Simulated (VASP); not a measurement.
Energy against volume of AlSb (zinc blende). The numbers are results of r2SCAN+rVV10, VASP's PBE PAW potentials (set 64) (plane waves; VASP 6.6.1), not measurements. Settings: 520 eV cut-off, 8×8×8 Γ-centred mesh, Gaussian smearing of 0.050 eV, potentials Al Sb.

```csv
V (Å³/atom),E (eV/atom)
27.563,-16.31107
28.443,-16.32723
29.323,-16.33226
30.202,-16.32779
```

Fit these four points and predict the energy of the run at 31.082 Å³/atom.

A cubic in V^(−2/3), the third-order Birch-Murnaghan form, passes through the four points with V0 = 29.33 Å³/atom and B0 = 58 GPa, and gives -16.3152 eV/atom there. The run gave -16.3153 eV/atom, -0.1 meV/atom from the fit; all five points give B0 = 57 GPa.

The compound is AlSb in the zinc blende structure. It was relaxed first.
